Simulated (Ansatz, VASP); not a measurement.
**Ga: VASP beside Ansatz**

```
Ga
1.0
     2.71648    0.01358    0.00000
     0.01358    2.71648    0.00000
     0.00000    0.00000    2.71648
Ga
1
Cartesian
  0.0000 0.0000 0.0000
```

Change from the starting cell: strain = 0.01.

Alike in both runs: task single point; functional PBE; k mesh 10 × 10 × 10; occupations fermi-dirac, width 0.05 eV; no spin polarisation.

|  | VASP | Ansatz |
| --- | --- | --- |
| version | VASP 6.6.1 | Ansatz 0.2.0 |
| potentials or method | VASP PAW PBE potentials, release 64 (Ga_d) | Ansatz PAW |
| plane-wave cutoff (eV) | 520 | 420 |
| valence electrons in the cell | 13 | 13 |

|  | VASP | Ansatz | Ansatz less VASP |
| --- | --- | --- | --- |
| gap on the k mesh at the Fermi level (eV) | none | none | - |
| pressure (GPa) | 0.3 | 0.2 | -0.07 |
| largest component of the traceless stress (GPa) | 0.49 | 0.49 | +0.003 |

A gap of «none» marks a metal or a gap that the smearing closes. With one functional, cell and mesh, what is left measures potentials, basis and numerics.
